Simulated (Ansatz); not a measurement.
Rock-salt LiI was calculated with G0W0@PBE (Ansatz, a program for electronic structure, hard PAW, contour deformation, complete-basis limit).

Numerical settings: largest k mesh 10×10×10 (not extrapolated in the mesh).

The cell has the measured lattice: a = b = c = 6.010 Å, α = β = γ = 90.00°.

### Question
What does this level give for the band gap?

### Answer

- band gap: 5.98 eV

Measured, for comparison: band gap 6.4 eV (temperature not stated, no zero-point or thermal correction, our sources range from 6.10 to 6.40; as tabulated in Aguado et al. (1998), arXiv:cond-mat/9809176).

Note: cell and atoms aren't relaxed at this level; the gap holds a correction of +0.03 eV to the complete basis.

Spin–orbit coupling is not included; with these elements it can move the gap by several tenths of an eV or more.

The result took very roughly 4 core-hours.
